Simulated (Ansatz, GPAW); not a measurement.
AlN: GLLB-SC, run from Python

These are simulated results from GPAW 26.7.0, not measurements. The cell was built from a prototype and was relaxed with r2SCAN in plane waves (Ansatz 0.2.0). Not every such cell is a known phase. All runs are without spin polarisation.

It is hexagonal, P6_3/mmc (No. 194); a = 2.833 Å, c = 4.841 Å in the conventional setting, 8.41 Å³ an atom. Al is surrounded by 6 N at 2.03 Å; N is surrounded by 6 Al at 2.03 Å.

GLLB-SC is a model potential. Its fundamental gap is the Kohn-Sham gap plus a derivative discontinuity, which the script evaluates at the band edges among the listed k points. Its total energy isn't variational and serves nothing here.

Input script:

```python
import json
from ase import Atoms
from gpaw import GPAW, PW, FermiDirac

atoms = Atoms(['Al', 'Al', 'N', 'N'],
              cell=[[2.83285311, 0.0, 0.0], [-1.41642656, 2.45332276, 0.0], [0.0, 0.0, 4.84101084]],
              scaled_positions=[[0.0, 0.0, 0.0], [0.0, 0.0, 0.5], [0.333333333, 0.666666667, 0.25], [0.666666667, 0.333333333, 0.75]],
              pbc=True)
calc = GPAW(mode=PW(400), xc='GLLBSC', kpts={'size': (6, 6, 4), 'gamma': True},
            occupations=FermiDirac(0.02), maxiter=100, legacy_gpaw=True, txt='gpaw.txt')
atoms.calc = calc
res = {'energy': atoms.get_potential_energy(force_consistent=True)}
res['electrons'] = calc.get_number_of_electrons()
res['k'] = calc.get_ibz_k_points().tolist()
res['levels'] = [calc.get_eigenvalues(kpt=i).tolist() for i in range(len(res['k']))]
points = [[0.0, 0.0, 0.0], [0.5, 0.0, 0.0], [0.333333, 0.333333, 0.0], [0.0, 0.0, 0.5], [0.5, 0.0, 0.5], [0.333333, 0.333333, 0.5], [0.0, -0.5, 0.317708]]
bands = calc.fixed_density(kpts=points, symmetry='off', nbands=round(res['electrons']) // 2 + 6, convergence={'bands': -2}, txt='bands.txt')
res['points'] = [bands.get_eigenvalues(kpt=i).tolist() for i in range(len(points))]
homo, lumo = bands.get_homo_lumo()
potential = calc.hamiltonian.xc.response.calculate_discontinuity_potential(homo, lumo)
res['discontinuity'] = bands.hamiltonian.xc.response.calculate_discontinuity(potential)
json.dump(res, open('results.json', 'w'))
print('free energy (eV):', round(res['energy'], 5))
```

Command: `python run.py`. It took 14 s on 1 thread of Arm Neoverse V1, with other jobs on the host, peak memory 0.15 GiB.

The log gpaw.txt, trimmed of paths, versions and times, then the last line on the terminal. An iter line gives the energy in eV and the logarithms of the changes of orbitals (plane waves alone) and density (c: converged):

```
___ ___ ___ _ _ _
 |   |   |_  | | | |

 | | | | | . | | | |

 |__ |  _|___|_____|  26.7.0
 |___|_|

Input parameters:
  kpts: {gamma: True,
         size: (6, 6, 4)}
  maxiter: 100
  mode: {ecut: 400.0,
         name: pw}
  occupations: {fixmagmom: False,
                name: fermi-dirac,
                width: 0.02}
  xc: GLLBSC

System changes: positions, numbers, cell, pbc, initial_charges, initial_magmoms

Initialize ...

species:
  Al:
    name:    Aluminium
    Z:       13.0
    valence: 3
    core:    10
    charge:  0.0  # [|e|]
    compensation charges:
      type: gauss
      rc: 0.34  # [Å]
      lmax: 2
    cutoffs:
      filter: 1.91  # [Å]
      core: 2.36  # [Å]
    projectors
    | kind |    occ | energy [eV] | rcut [Å] |

    |------|--------|-------------|----------|

    |   3s |  2.000 |      -7.950 |    1.085 |

    |   3p |  1.000 |      -3.225 |    1.085 |

    |    s |        |      19.261 |    1.085 |

    |    p |        |      23.986 |    1.085 |

    |    d |        |       0.000 |    1.085 |

    Using partial waves for Al as LCAO basis

  N:
    name:    Nitrogen
    Z:       7.0
    valence: 5
    core:    2
    charge:  0.0  # [|e|]
    compensation charges:
      type: gauss
      rc: 0.18  # [Å]
      lmax: 2
    cutoffs:
      filter: 1.11  # [Å]
      core: 0.96  # [Å]
    projectors
    | kind |    occ | energy [eV] | rcut [Å] |

    |------|--------|-------------|----------|

    |   2s |  2.000 |     -22.351 |    0.603 |

    |   2p |  3.000 |     -10.227 |    0.529 |

    |    s |        |       4.860 |    0.603 |

    |    p |        |      16.985 |    0.529 |

    |    d |        |       0.000 |    0.577 |

    Using partial waves for N as LCAO basis

Reference energy: -16130.728746  # eV

Spin-paired calculation

Convergence criteria:
 Maximum [total energy] change in last 3 cyles: 0.0005 eV / valence electron
 Maximum integral of absolute [dens]ity change: 0.0001 electrons / valence electron
 Maximum integral of absolute [eigenst]ate change: 4e-08 eV^2 / valence electron
 Maximum number of scf [iter]ations: 100
 (Square brackets indicate name in SCF output, whereas a 'c' in
 the SCF output indicates the quantity has converged.)

Symmetries present (total): 4

  ( 1  1  0)  ( 1  0  0)  (-1  0  0)  (-1 -1  0)
  ( 0 -1  0)  ( 0  1  0)  ( 0 -1  0)  ( 0  1  0)
  ( 0  0  1)  ( 0  0  1)  ( 0  0 -1)  ( 0  0 -1)

144 k-points: 6 x 6 x 4 Monkhorst-Pack grid + [1/12,1/12,1/8]
47 k-points in the irreducible part of the Brillouin zone
       k-points in crystal coordinates                weights
   0:     0.00000000    0.00000000    0.00000000          1/144
   1:     0.00000000    0.00000000    0.25000000          2/144
   2:     0.00000000    0.00000000    0.50000000          1/144
   3:     0.16666667   -0.33333333    0.00000000          2/144
   4:     0.16666667   -0.33333333    0.25000000          4/144
   5:     0.16666667   -0.33333333    0.50000000          2/144
   6:     0.16666667   -0.16666667   -0.25000000          4/144
   7:     0.16666667   -0.16666667    0.00000000          4/144
   8:     0.16666667   -0.16666667    0.25000000          4/144
   9:     0.16666667   -0.16666667    0.50000000          4/144
          ...
  46:     0.50000000    0.50000000    0.50000000          2/144

Wave functions: Plane wave expansion
  Cutoff energy: 400.000 eV
  Number of coefficients (min, max): 597, 626
  Pulay-stress correction: 0.000000 eV/Ang^3 (de/decut=0.000000)
  Using FFTW library
  ScaLapack parameters: grid=1x1, blocksize=None
  Wavefunction extrapolation:
    Improved wavefunction reuse through dual PAW basis

Occupation numbers: Fermi-Dirac:
  width: 0.0200  # eV

Eigensolver
   Davidson(niter=2)

Densities:
  Coarse grid: 14*14*24 grid
  Fine grid: 28*28*48 grid
  Total Charge: 0.000000

Density mixing:
  Method: separate
  Backend: msr1
  Linear mixing parameter: 0.05
  old densities: 10
  Width of damping distribution: 1.1
  Damping of long wavelength oscillations: 20

Hamiltonian:
  XC and Coulomb potentials evaluated on a 28*28*48 grid
  Using the GLLBSC Exchange-Correlation functional
  External potential:
    NoExternalPotential

XC parameters: GLLBSC functional being used consists of
  -----------------------------------------------------------------------
  | Weight | Module     | Description                                   |

  -----------------------------------------------------------------------
  |  1.000 | SCREENING  | GGA_X_PBE_SOL with 2 nearest neighbor stencil |

  |  1.000 | RESPONSE   | eps=0.0500 eV                                 |

  |  1.000 | XC         | GGA_C_PBE_SOL with 2 nearest neighbor stencil |

  -----------------------------------------------------------------------

Memory estimate:
  Process memory now: 110.69 MiB
  Calculator: 14.89 MiB
    Density: 2.46 MiB
      Arrays: 0.93 MiB
      Localized functions: 0.81 MiB
      Mixer: 0.72 MiB
    Hamiltonian: 0.63 MiB
      Arrays: 0.61 MiB
      XC: 0.00 MiB
      Poisson: 0.00 MiB
      vbar: 0.02 MiB
    Wavefunctions: 11.81 MiB
      Arrays psit_nG: 6.29 MiB
      Eigensolver: 0.21 MiB
      Projections: 0.52 MiB
      Projectors: 4.16 MiB
      PW-descriptor: 0.63 MiB

Total number of cores used: 1

Number of atoms: 4
Number of atomic orbitals: 16
Number of bands in calculation: 14
Number of valence electrons: 16
Bands to converge: occupied

... initialized

Initializing position-dependent things.

Density initialized from atomic densities
Creating initial wave functions:
  14 bands from LCAO basis set
Positions:
   0 Al     0.000000    0.000000    0.000000    ( 0.0000,  0.0000,  0.0000)
   1 Al     0.000000    0.000000    2.420505    ( 0.0000,  0.0000,  0.0000)
   2 N     -0.000000    1.635549    1.210253    ( 0.0000,  0.0000,  0.0000)
   3 N      1.416427    0.817774    3.630758    ( 0.0000,  0.0000,  0.0000)

Unit cell:
           periodic     x           y           z      points  spacing
  1. axis:    yes    2.832853    0.000000    0.000000    14     0.1752
  2. axis:    yes   -1.416427    2.453323    0.000000    14     0.1752
  3. axis:    yes    0.000000    0.000000    4.841011    24     0.2017

  Lengths:   2.832853   2.832853   4.841011
  Angles:   90.000000  90.000000 120.000000

Effective grid spacing dv^(1/3) = 0.1927

iter:   1   -30.295436
iter:   2   -30.303141   -1.90  -0.62
iter:   3   -26.067931   -0.19  -0.65
iter:   4   -25.807495   -0.93  -0.82
iter:   5   -26.354347   -1.16  -1.33
iter:   6   -25.781302   -1.96  -1.29
iter:   7   -25.679218   -2.88  -1.83
iter:   8   -25.655356   -3.63  -2.33
iter:   9   -25.645079   -4.35  -3.00
iter:  10   -25.651992   -6.00  -3.12
iter:  11   -25.656322   -5.81  -3.44
iter:  12   -25.655731c  -7.94c -4.31c

Converged after 12 iterations.

Energy contributions relative to reference atoms: (reference = -16130.728746)

Kinetic:        +25.725063
Potential:      -12.410055
External:        +0.000000
XC:             -38.884083
Entropy (-ST):   -0.000000
Local:           -0.086656
SIC:             +0.000000
--------------------------
Free energy:    -25.655731
Extrapolated:   -25.655731

GLLBSC response reference energy: 8.52034 eV (from HOMO)

Showing only first 2 kpts
 Kpt  Band  Eigenvalues  Occupancy
  0     6      8.51997    2.00000
  0     7      8.52017    2.00000
  0     8     13.78851    0.00000
  0     9     15.19773    0.00000

  1     6      8.35689    2.00000
  1     7      8.35709    2.00000
  1     8     14.74845    0.00000
  1     9     15.33160    0.00000

Fermi level: 12.92734

Gap: 5.268 eV
Transition (v -> c):
  (s=0, k=0, n=7, [0.00, 0.00, 0.00]) -> (s=0, k=0, n=8, [0.00, 0.00, 0.00])
No difference between direct/indirect transitions

free energy (eV): -25.65573
```

The gap in the log is over the mesh alone; results.json adds the listed points. GLLB-SC gives a gap of 6.99 eV (5.268 eV Kohn-Sham over the listed points plus 1.724 eV discontinuity). On the same cell, plane-wave PBE (Ansatz, 12×12×6 k points and the special points) gives a gap of 4.92 eV and r2SCAN a gap of 5.69 eV; on shared hosts these took about 2.6 and 6.3 core-seconds on the 4-atom cell, against 14 for the script. Semilocal gaps usually lie below measured ones.
